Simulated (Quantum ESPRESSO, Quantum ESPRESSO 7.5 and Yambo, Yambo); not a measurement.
**How the form of the self-energy moves the gap of KI (Fm-3m)**

Wanted: the gap of KI (Fm-3m) under several approximations, with cost.

Method: PBE and many-body steps on it, plane waves, in Quantum ESPRESSO 7.5 and Yambo 5.3.0.

## Step 1: The structure

It takes space group Fm-3m (No. 225, cubic). Conventional cell: a = 7.066 Å, b = 7.066 Å, c = 7.066 Å, α = 90.00°, β = 90.00°, γ = 90.00°. K has 6 I at 3.53 Å nearest. I has 6 K at 3.53 Å nearest. Farther neighbours and most contacts between anions are not listed.

Structure file:

```cif
data_structure
_symmetry_space_group_name_H-M 'Fm-3m'
_symmetry_Int_Tables_number 225
_cell_length_a 7.0655
_cell_length_b 7.0655
_cell_length_c 7.0655
_cell_angle_alpha 90.000
_cell_angle_beta 90.000
_cell_angle_gamma 90.000
_cell_volume 352.73
loop_
_atom_site_label
_atom_site_type_symbol
_atom_site_symmetry_multiplicity
_atom_site_Wyckoff_symbol
_atom_site_fract_x
_atom_site_fract_y
_atom_site_fract_z
_atom_site_occupancy
K1 K 4 a 0.00000 0.00000 0.00000 1
I1 I 4 b 0.50000 0.00000 0.00000 1
```

The cell and positions come from the Crystallography Open Database and are kept as given unless a step says otherwise. Spin-orbit coupling is left out unless a step names it.

## Step 2: Empty states on the mesh, 4×4×4 mesh, 384 bands

This step: Quantum ESPRESSO 7.5; DFT, PBE, plane waves, norm-conserving pseudopotentials.

The sums over transitions need many empty states on a uniform mesh; this step solves for them.

The input, pw.in:

```
&control
  calculation = 'nscf'
  prefix = 'x'
  outdir = 'o'
  pseudo_dir = 'pseudo'
/
&system
  ibrav = 0
  nat = 2
  ntyp = 2
  ecutwfc = 76.0
  nbnd = 384
  force_symmorphic = .true.
/
&electrons
  conv_thr = 1e-9
  electron_maxstep = 80
  diago_full_acc = .true.
  diago_thr_init = 5e-6
/
ATOMIC_SPECIES
  K 39.098 K.upf
  I 126.9 I.upf
CELL_PARAMETERS angstrom
  0.0000000000 3.5327750000 3.5327750000
  3.5327750000 0.0000000000 3.5327750000
  3.5327750000 3.5327750000 -0.0000000000
ATOMIC_POSITIONS crystal
  K 0.0000000000 0.0000000000 0.0000000000
  I 0.5000000000 0.5000000000 0.5000000000
K_POINTS automatic
  4 4 4 0 0 0
```

Run with:

```bash
$ OMP_NUM_THREADS=1 mpirun -n 4 pw.x -nk 4 -in pw.in > pw.out
```

What it wrote:

```text
Program PWSCF v.7.5 starts

     This program is part of the open-source Quantum ESPRESSO suite
     for quantum simulation of materials; please cite
         "P. Giannozzi et al., J. Phys.:Condens. Matter 21 395502 (2009);
         "P. Giannozzi et al., J. Phys.:Condens. Matter 29 465901 (2017);
         "P. Giannozzi et al., J. Chem. Phys. 152 154105 (2020);
     in publications or presentations arising from this work. More details at

     Atomic positions and unit cell read from directory:
     o/x.save/

     Message from routine setup:
[...]
-170.5835-117.4418-117.4417-117.4417 -39.8399 -39.8399 -39.8382 -39.8285
[...]
[... 36 further rows ...]
   142.2522 142.4195 142.4195 142.5843 143.1703 143.7223 143.7223 144.2550
   144.2550 144.9496 144.9496 145.4800 145.8483 145.8483 145.9045 146.0187

          k = 0.3536 0.0000 0.0000 (  6643 PWs)   bands (ev):

     [... further k-points ...]

     highest occupied, lowest unoccupied level (ev):     2.8347    6.8023

     XML data file, pseudopotentials, collected wavefunctions

=------------------------------------------------------------------------------=
   JOB DONE.
=------------------------------------------------------------------------------=
```

Elapsed: 97 s, on 4 MPI ranks of Intel Xeon Platinum 8259CL at 2.50GHz (Skylake/Cascade Lake), shared host; peak memory 1.2 GiB.

This step gave:

```
gap                                                           : 3.968 eV
k of the valence top                                          : 0, 0, 0
k of the conduction bottom                                    : 0, 0, 0
least direct gap                                              : 3.968 eV
k points computed                                             : 8
lowest point of the top converged band, above the valence top : 142.3339 eV
```

On this mesh the gap is 3.968 eV.

The density comes from a self-consistent run that is not shown.

## Step 3: Conversion and set-up

This step: Yambo 5.3.0; conversion and set-up on PBE, plane waves, norm-conserving pseudopotentials.

The states are converted to the many-body program's format and the q mesh is built.

Run with:

```bash
$ (cd o/x.save; p2y > p2y.log; mv SAVE ../..); yambo > setup.log
```

What it wrote:

```text
 Yambo, version 5.3.0

 [02] CORE Variables Setup
 =========================

  [02.01] Unit cells
  ==================

  Cell kind             :  FCC
  Atoms in the cell     :  K  I
  number of K  atoms    :  1
  number of I  atoms    :  1

  List of atomic masses
  Mass of K     :  39.09800
  Mass of I     :  126.9000

  List of atomic coordinates    : [cc]
  K1       :  0.000000  0.000000  0.000000  order 1
  I1       :  6.675977  6.675977  6.675977  order 2

  Alat factors          :  6.675977  6.675977  6.675977 [a.u.]
  Direct lattice volume :  595.0789 [a.u.]
[...]
==========================================

 IBZ Q-points                                      :   8
 BZ  Q-points                                      :   64

 K/Q-points units:
 rlu = crystal or reduced units; cc = cartesian coordinates; iku = interal k-units

 Q [1]          [rlu]:  0.000000  0.000000  0.000000
 Q [2]          [rlu]: -0.66843E-18 -0.66843E-18  0.25000
 Q [3]          [rlu]:  0.13369E-17  0.13369E-17 -0.50000
[...]
Q [7]          [rlu]: -0.40852E-17 -0.50000     -0.50000
 Q [8]          [rlu]:  0.250000 -0.500000 -0.250000

  [03.01] X indexes
  =================

   [03.01.01] Sigma indexes
   ========================

 [06] Game Over & Game summary
```

Elapsed: 6.4 s, on 1 MPI rank; peak memory 0.26 GiB.

## Step 4: G0W0, Godby-Needs plasmon pole

G0W0 replaces the xc potential by the self-energy, built once from these orbitals. Only a window of levels is corrected, while the sums run over the empty bands that the input names.

This step: G0W0 on PBE, plane waves, norm-conserving pseudopotentials.

The input, gw2.in:

```
HF_and_locXC
gw0
dyson
ppa
em1d
rim_cut
RandQpts= 1000000
RandGvec= 1 RL
EXXRLvcs= 76 Ry
VXCRLvcs= 304 Ry
Chimod= "HARTREE"
% BndsRnXp
 1 | 167 |
%
NGsBlkXp= 11.5 Ry
% LongDrXp
 1 | 1 | 1 |
%
% GbndRnge
 1 | 167 |
%
DysSolver= "n"
ExtendOut
PPAPntXp= 27.21138 eV
% QPkrange
 1 | 1 | 16 | 19 |
%
```

Run with:

```bash
$ OMP_NUM_THREADS=1 mpirun -n 4 yambo -F gw2.in -J gw2 -C gw2 > gw2.log
```

What it wrote:

```text
 Yambo, version 5.3.0

 [02] CORE Variables Setup
 =========================

  [... cell, symmetries and grids as in the set-up ...]

  [02.05] Energies & Occupations
  ==============================

  [X] === General ===
  [X] Electronic Temperature                        :  0.000000  0.000000 [eV K]
  [X] Bosonic    Temperature                        :  0.000000  0.000000 [eV K]
  [X] Finite Temperature mode                       : no
  [X] El. density                                   :  0.38557E+24 [cm-3]
  [X] Fermi Level                                   :  2.834744 [eV]

  [X] === Gaps and Widths ===
  [X] Conduction Band Min                           :  3.967596 [eV]
  [X] Valence Band Max                              :  0.000000 [eV]
  [X] Filled Bands                                  :  17
  [X] Empty Bands                                   :    18   384
  [X] Direct Gap                                    :  3.967596 [eV]
  [X] Direct Gap localized at k                     :  1
  [X] Indirect Gap                                  :  3.967596 [eV]
  [X] Indirect Gap between kpts                     :  1  1
  [X] Last valence band width                       :  0.596216 [eV]
  [X] 1st conduction band width                     :  2.515619 [eV]

 [03] Transferred momenta grid and indexing
 ==========================================

 IBZ Q-points                                      :   8
 BZ  Q-points                                      :   64

 K/Q-points units:
 rlu = crystal or reduced units; cc = cartesian coordinates; iku = interal k-units

 Q [1]          [rlu]:  0.000000  0.000000  0.000000
 Q [2]          [rlu]: -0.66843E-18 -0.66843E-18  0.25000
 Q [3]          [rlu]:  0.13369E-17  0.13369E-17 -0.50000
 Q [4]          [rlu]:  0.20426E-17  0.25000      0.25000
 Q [5]          [rlu]:  0.31425E-16  0.25000      0.50000
 Q [6]          [rlu]:  0.13369E-17  0.25000     -0.25000
 Q [7]          [rlu]: -0.40852E-17 -0.50000     -0.50000
 Q [8]          [rlu]:  0.250000 -0.500000 -0.250000

 [04] Coloumb potential Random Integration (RIM)
 ===============================================

  [04.01] RIM initialization
  ==========================

  * Diagonal components only detected *

  8 x (sBL volume)        :  0.052104 [a.u.]
  sBZ random points       :  1000000
  Points outside the sBZ  :   7968281
  RL volume               :  0.416836 [a.u.]
  Integrated volume       :  0.418495 [a.u.]

  [04.02] RIM integrals
  =====================

  Gamma point sphere radius             :  0.067750 [a.u.]
  Points outside the sphere             :   800476
  [Int_sBZ(q=0) 1/q^2]*(Vol_sBZ)^(-1/3) =:  7.776341
                                 should be <:  7.795600

  Summary of Coulomb integrals for non-metallic bands |Q|[au] RIM/Bare

  Q [1] 0.100000E-4 0.997530 * Q [2] 0.203768 1.068480
  Q [4] 0.235291 1.066792 * Q [6] 0.332752 1.029814
  Q [5] 0.390186 1.022655 * Q [3] 0.407536 1.020683
  Q [7] 0.470582 1.017590 * Q [8] 0.526126 1.014612

 [WARNING] [Xp] User bands 1-167 break level degeneracy

 [05] Dipoles
 ============

  [05.01] Setup: observables and procedures
  =========================================

 [06] Dynamic Dielectric Matrix (PPA)
 ====================================

 [WR./gw2//ndb.pp]---------------------------------------------------------------
  Brillouin Zone Q/K grids (IBZ/BZ)                :    8   64    8   64
  RL vectors                                       :   7799 [WF]
  Coulomb cutoff potential                         : none
  Electronic Temperature                           :  0.000000 [K]
  Bosonic    Temperature                           :  0.000000 [K]
  PPA    diel. fun.  energies                      : Perdew, Burke & Ernzerhof(X)+Perdew, Burke & Ernzerhof(C)
  wavefunctions                                    : Perdew, Burke & Ernzerhof(X)+Perdew, Burke & Ernzerhof(C)
  Global Gauge                                     : length
  X matrix size                                    :   459
  X band range                                     :    1  167
  X e/h energy range                               : -1.000000 -1.000000 [eV]
  X Time ordering                                  : R
  X Hxc Kernel                                     : HARTREE
  X Drude frequency                                :  0.000000  0.000000
  X poles                                          :  100.0000 [o/o]
  RL vectors in the sum                            :   7799
  [r,Vnl] included                                 : yes
  Field direction                                  :  0.577350E-5  0.577350E-5  0.577350E-5
  BZ energy Double Grid                            : no
  BZ energy DbGd points                            : 0
  BZ Q point size factor                           : -1.000000
  X Optical Averaged directions                    : none

 [07] Local Exchange-Correlation + Non-Local Fock
 ================================================

 [VXC] Plane waves :   53377
 [EXS] Plane waves :   6735

 QP @ state[ 1 ] K range:  1  1
 QP @ state[ 1 ] b range:  16  19

 [xc] Functional : Perdew, Burke & Ernzerhof(X)+Perdew, Burke & Ernzerhof(C)
 [xc] LIBXC used to calculate xc functional
  PP Number of Atomic Species                      :  2
  NLCC RL compoments                               :   53377
  PP Number of Atomic Species                      :  2
  NLCC RL compoments                               :   53377

 [xc] E_xc :  -26.22148 [Ha]
      E_xc :  -52.44295 [Ry]

  Local XC kind (lXC) : Perdew, Burke & Ernzerhof(X)+Perdew, Burke & Ernzerhof(C)
  Non-Local XC kind (nlXC) : Hartree-Fock

  Corrections @ K [1] :  [eV]
 <16|nlXC|16> = -16.25149  0.18994E-18 <16|lXC|16> = -13.18414  0.000000
 <17|nlXC|17> = -16.25157  0.27936E-17 <17|lXC|17> = -13.18414  0.000000
 <18|nlXC|18> = -3.749256  0.81879E-18 <18|lXC|18> = -7.190462  0.000000
 <19|nlXC|19> = -3.670704 -0.12127E-17 <19|lXC|19> = -7.985012  0.000000

 [08] Dyson equation: Newton solver
 ==================================

  [08.01] G0W0 (W PPA)
  ====================

  [  GW  ] Bands range     :    1  167
  [GW/PPA] G damping       :  0.100000 [eV]

  QP @ state[ 1 ] K range:  1  1
  QP @ state[ 1 ] b range:  16  19

   Sc/G bands                                       :    1  167
   Sc/G damping                                     :  0.100000 ev
   Sc bands terminator                              : no
   Sx RL components                                 :   6735

   QP @ state[ 1 ] K range                          :  1  1
   QP @ state[ 1 ] b range                          :  16  19
   GF energies kind                                 : Perdew, Burke & Ernzerhof(X)+Perdew, Burke & Ernzerhof(C)
   GF WF`s kind                                     : Perdew, Burke & Ernzerhof(X)+Perdew, Burke & Ernzerhof(C)
   Xs energies kind                                 : Perdew, Burke & Ernzerhof(X)+Perdew, Burke & Ernzerhof(C)
   Xs WF`s kind                                     : Perdew, Burke & Ernzerhof(X)+Perdew, Burke & Ernzerhof(C)

 [11] Game Over & Game summary
```

Run time: 12 min. Hardware: 4 MPI ranks; peak memory 2.2 GiB.

Numbers from this step:

| Item | Value |
| --- | --- |
| G0W0 gap on the points computed | 6.052 eV |
| starting gap on the mesh | 3.968 eV |
| k of the valence top | 0, 0, 0 |
| k of the conduction bottom | 0, 0, 0 |
| least direct G0W0 gap on the computed points | 6.052 eV |
| Z at the valence top | 0.8260 |
| Z at the conduction bottom | 0.8630 |

The gap on the mesh goes from 3.97 eV to 6.05 eV, a correction of +2.08 eV.

[end of part 1 of 2]

[Paths, hosts, dates, memory and timing lines, banners, echoed tables and standing remarks are left out of the program output.]

[Logs are printed without paths, hosts, clocks, repeated set-up lines and the standing remarks that a program may print on its own settings, such as how far it seeks lower states.]

[Runs of the session that timed out or met a known fault of the program may be left out.]

[Hosts, paths, dates, database ids (printed as entryN), source tags and the programs' standing remarks are cut or masked in the printed files.]
